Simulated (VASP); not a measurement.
# Ag: single point with LDA

Ag:

```
CELL_PARAMETERS angstrom
0.00000 2.19633 2.04310
2.19633 0.00000 2.04310
2.19633 2.19633 0.00000
ATOMIC_POSITIONS crystal
Ag 0.00000 0.00000 0.00000
```

The cell isn't the ideal one: strain +0.0750 x Voigt [1, 1, 0, 0, 0, 0], atoms carried along.

```yaml
Program: VASP 6.6.1
Task: single point
Functional: LDA
Potentials_or_basis: VASP PAW LDA potentials, release 64 (Ag)
Cutoff: 520 eV
k_mesh: 20 × 20 × 20
Occupations: gaussian, width 0.15 eV
Spin: no spin polarisation
```

```
Pressure               : -15.7 GPa
Band gap on the k mesh : none (metal or under the smearing width)
```

Stress tensor (GPa, compression positive):
```
-16.06   0.00   0.00
  0.00 -16.06   0.00
  0.00   0.00 -14.90
```

Levels at points of the mesh, in eV from the Fermi level:
```tsv
k point	band 2	band 3	band 4	band 5	band 6	band 7	band 8	band 9	band 10	band 11
(0.00, 0.00, 0.00)	-4.41	-4.41	-4.07	-3.68	-3.33	15.72	18.13	18.13	18.65	22.82
(0.50, 0.00, 0.00)	-4.48	-4.13	-2.95	-2.78	-0.04	2.85	14.55	15.44	17.49	20.23
(0.50, 0.50, 0.00)	-5.46	-2.89	-2.69	-2.69	2.45	6.76	9.05	9.05	14.65	14.88
(0.50, 0.00, 0.50)	-5.46	-2.91	-2.84	-2.60	1.33	5.12	10.26	10.30	15.98	16.02
```

Wall time 37 s on 1 thread of Intel(R) Xeon(R) 6975P-C (Granite Rapids) (shared host), peak memory 0.24 GiB.

Caveat: so large a pressure means that the cell lies far from this level's equilibrium, or that cutoff or potentials fall short.
